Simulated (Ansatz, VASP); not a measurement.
# One calculation of CuI, two programs

File INCAR:

```
SYSTEM = CuI
ALGO     = Normal         ! electronic algorithm
EDIFF    = 1E-7           ! SCF threshold, eV
ENCUT    = 520            ! plane-wave cutoff, eV
GGA      = RP             ! functional
ISIF     = 2              ! what is computed and relaxed
ISMEAR   = 0              ! smearing method
IVDW     = 12             ! dispersion correction
LASPH    = .True.         ! aspherical terms in the spheres
LCHARG   = .False.        ! write CHGCAR
LREAL    = .False.        ! projectors in reciprocal space
LWAVE    = .False.        ! write WAVECAR
NBANDS   = 16             ! bands
NELM     = 100            ! most SCF steps
PREC     = Accurate       ! precision mode
SIGMA    = 0.0429         ! smearing width, eV
```

Contents of KPOINTS:

```
k-points
0
Gamma
  5 5 5
  0 0 0
```

The input POSCAR:

```
CuI
1.0
    0.0000000000      2.9981682500      2.9981682500
    2.9981682500      0.0000000000      2.9981682500
    2.9981682500      2.9981682500      0.0000000000
Cu I
1 1
Direct
    0.0000000000      0.0000000000      0.0000000000
    0.2500000000      0.2500000000      0.2500000000
```

Input for Ansatz:

```yaml
crystal:
  lattice:
    - [0.0, 2.99816825, 2.99816825]
    - [2.99816825, 0.0, 2.99816825]
    - [2.99816825, 2.99816825, 0.0]
  atoms:
    - { symbol: Cu, position: [0.0, 0.0, 0.0] }
    - { symbol: I, position: [0.25, 0.25, 0.25] }
  symmetry: { tolerance: 0.0003 }
kpoints:
  mp_grid: { grid: [5, 5, 5], shift: [0, 0, 0] }
magnetization:
  spin_polarized: false
scf:
  occupations: { method: gaussian, width: 0.0429 }
hamiltonian:
  pseudopotentials: { kind: paw }
  xc: rpbe
  dispersion: d3bj
basis:
  ecutwfc: 420
output:
  forces: true
  stress: true
  eigenvalues: true
```

Alike in both runs: task single point; functional RPBE; dispersion D3(BJ); k mesh 5 × 5 × 5; occupations gaussian, width 0.0429 eV; no spin polarisation.

|  | VASP | Ansatz |
| --- | --- | --- |
| version | VASP 6.6.1 | Ansatz 0.2.0 |
| potentials or method | VASP PAW PBE potentials, release 64 (Cu, I) | PAW plane waves |
| plane-wave cutoff (eV) | 520 | 420 |
| valence electrons in the cell | 18 | 36 |

```tsv
	VASP	Ansatz	Ansatz less VASP
gap on the k mesh at the Fermi level (eV)	1.37	1.35	-0.019
pressure (GPa)	-5.9	-5.9	-0.02
dispersion energy (meV/atom)	-1444.7	-1444.8	-0.08
```

The two sets of potentials don't hold the same shells in valence.

Caveats: the PAW data sets were made with another functional, which shifts forces and pressure a little (VASP); spin-orbit coupling is left out, which moves the levels of the heavy elements.
